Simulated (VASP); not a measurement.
Si, 2 atoms in the cell. The structure is cubic, space group Fd-3m (No. 227). Conventional cell: a = 5.427 Å, b = 5.427 Å, c = 5.427 Å, α = 90.00°, β = 90.00°, γ = 90.00°. Si (site symmetry -43m) has 4 Si at 2.35 Å as nearest neighbours. 

* Program: VASP 6.6.1
* Task: relaxation of cell and atoms
* Functional: PBEsol
* Potentials or basis: VASP PAW PBE potentials, release 64 (Si)
* Cutoff: 600 eV
* k mesh: 10 × 10 × 10
* Occupations: gaussian, width 0.03 eV
* Spin: no spin polarisation
* Further INCAR settings: ALGO = Normal; EDIFF = 1e-06; IBRION = 2; EDIFFG = -0.01; NSW = 90; ISIF = 3

Potentials or basis: VASP PAW PBE potentials, release 64 (Si).

Command:

```console
$ cat potpaw_PBE.64/Si/POTCAR > POTCAR
$ mpirun -np 1 vasp_std > vasp.out
```

Hardware: 1 thread of Intel(R) Xeon(R) 6975P-C (Granite Rapids), with other jobs on the host.

Task: Estimate the wall time of this run.

Result: Run time: 9.5 s on 1 thread of Intel(R) Xeon(R) 6975P-C (Granite Rapids), on a shared host, peak memory 0.17 GiB. Counts: scf iterations 19, k points 47, ion steps 3.
